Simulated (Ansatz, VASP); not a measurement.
Given: the input of a run of Ansatz 0.2.0 on Te2Mo.

File input.yaml:

```yaml
crystal:
  lattice:
    - [6.33, 0.0, 0.0]
    - [0.0, 3.469, 0.0]
    - [-0.9467947088, 0.0, 13.8276237937]
  atoms:
    - { symbol: Te, position: [0.9437, 0.75, 0.6045] }
    - { symbol: Te, position: [0.0563, 0.25, 0.3955] }
    - { symbol: Te, position: [0.903, 0.25, 0.8514] }
    - { symbol: Te, position: [0.097, 0.75, 0.1486] }
    - { symbol: Te, position: [0.4112, 0.75, 0.8955] }
    - { symbol: Te, position: [0.5888, 0.25, 0.1045] }
    - { symbol: Te, position: [0.4432, 0.25, 0.6484] }
    - { symbol: Te, position: [0.5568, 0.75, 0.3516] }
    - { symbol: Mo, position: [0.8167, 0.75, 0.9926] }
    - { symbol: Mo, position: [0.1833, 0.25, 0.0074] }
    - { symbol: Mo, position: [0.6819, 0.25, 0.4934] }
    - { symbol: Mo, position: [0.3181, 0.75, 0.5066] }
hamiltonian:
  xc: pbe
  pseudopotentials: { kind: paw }
kpoints:
  mp_grid: { grid: [4, 8, 2] }
scf:
  occupations: { method: gaussian, width: 0.012 }
output:
  forces: true
  stress: true
  eigenvalues: true
```

Potentials or basis: Ansatz PAW.

Run with:

```console
$ ansatz run input.yaml --threads 4 --pin off --max-ram 11264MiB --backend cpu --events-out ev --progress --plain --runs-dir out
```

Question: Set up the same calculation for VASP 6.6.1. Potentials there: VASP PAW PBE potentials, release 64 (Te, Mo_sv).

Answer: As run (the cutoff follows the program's own potentials):

INCAR

```
ALGO = Normal
EDIFF = 1E-7
ENCUT = 520
GGA = PE
ISIF = 2
ISMEAR = 0
LASPH = T
LCHARG = F
LREAL = F
LWAVE = F
NBANDS = 64
NELM = 60
PREC = Accurate
SIGMA = 0.012
```

File KPOINTS:

```
k-points
0
Gamma
  4 8 2
```

File POSCAR:

```
Te2Mo
1.0
    6.3300000000      0.0000000000      0.0000000000
    0.0000000000      3.4690000000      0.0000000000
   -0.9467947088      0.0000000000     13.8276237937
Te Mo
8 4
Direct
    0.9437000000      0.7500000000      0.6045000000
    0.0563000000      0.2500000000      0.3955000000
    0.9030000000      0.2500000000      0.8514000000
    0.0970000000      0.7500000000      0.1486000000
    0.4112000000      0.7500000000      0.8955000000
    0.5888000000      0.2500000000      0.1045000000
    0.4432000000      0.2500000000      0.6484000000
    0.5568000000      0.7500000000      0.3516000000
    0.8167000000      0.7500000000      0.9926000000
    0.1833000000      0.2500000000      0.0074000000
    0.6819000000      0.2500000000      0.4934000000
    0.3181000000      0.7500000000      0.5066000000
```

Potentials or basis: VASP PAW PBE potentials, release 64 (Te, Mo_sv).

Run with:

```bash
$ cat potpaw_PBE.64/Te/POTCAR potpaw_PBE.64/Mo_sv/POTCAR > POTCAR
$ mpirun -np 1 vasp_std > vasp.out
```

Both were run:

|  | VASP | Ansatz | Ansatz less VASP |
| --- | --- | --- | --- |
| gap on the k mesh at the Fermi level (eV) | none | none | - |
| pressure (GPa) | 2.5 | 2.5 | 0.00 |
| largest component of the traceless stress (GPa) | 0.26 | 0.25 | -0.013 |
| rms of the force components (eV/Å) | 0.066 | 0.065 | -0.0005 |

Atom by atom the forces differ by 0.007 eV/Å (rms over components). A gap of «none» marks a metal or a gap that the smearing closes. With one functional, cell and mesh, what is left measures potentials, basis and numerics. The two sets of potentials don't hold the same shells in valence.

Spin-orbit coupling is left out, which matters for the levels of Te.
